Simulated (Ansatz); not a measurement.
# ZnS: a single-point run

Aim: a sound single-point run of ZnS. The structure is shown as the input types it.

Program: Ansatz 0.2.0. Level of theory: density functional or hybrid calculation with the settings of its input, plane waves. These are calculated values, not measurements.

3 further runs of the same task are left out: 3 that didn't finish.

### 1 The system as given

The structure is hexagonal, space group P6_3mc (No. 186). The conventional cell has a = 3.805 Å, b = 3.805 Å, c = 6.244 Å, α = 90.00°, β = 90.00°, γ = 120.00°. Zn (site symmetry 3m) has 4 S at 2.33 to 2.34 Å as nearest neighbours. S (site symmetry 3m) is surrounded by 4 Zn at 2.33 to 2.34 Å.

As a file:

```
Zn S
1.0
     3.80543    0.00000    0.00000
    -1.90271    3.29560    0.00000
     0.00000    0.00000    6.24402
Zn S
2 2
Cartesian
  0.0000 2.1971 0.0333
  1.9027 1.0985 3.1554
  0.0000 2.1971 2.3706
  1.9027 1.0985 5.4926
```

### 2 Running it

Contents of input.yaml:

```yaml
crystal:
  lattice:
    - [3.8054280153, 0.0, 0.0]
    - [-1.9027140076, 3.2955973335, 0.0]
    - [0.0, 0.0, 6.2440175084]
  atoms:
    - { symbol: Zn, position: [0.3333333333, 0.6666666667, 0.0053397643] }
    - { symbol: Zn, position: [0.6666666667, 0.3333333333, 0.5053397643] }
    - { symbol: S, position: [0.3333333333, 0.6666666667, 0.3796602357] }
    - { symbol: S, position: [0.6666666667, 0.3333333333, 0.8796602357] }
kpoints:
  mp_grid: { grid: [1, 1, 8] }
hamiltonian:
  xc: pbesol
scf:
  occupations: { method: fixed }
  n_extra_bands: 5
output:
  forces: true
  stress: true
  eigenvalues: true
```

Command:

```bash
> ansatz run input.yaml --threads 4 --pin off --max-ram 3686MiB --backend cpu --events-out ev --progress --plain --runs-dir out
```

Q: Will this input give a usable result? If not, why, and what should change?

This run ends as converged. It gives a pressure of 27 GPa, which is large; a structure far from rest gives such values too, whatever the setting.

Fixed occupations are right only where a gap separates filled from empty bands at every k-point. This system has one (1.65 eV on the mesh), so they are sound here.

The occupations need no remedy; a run with other occupations serves as a check.
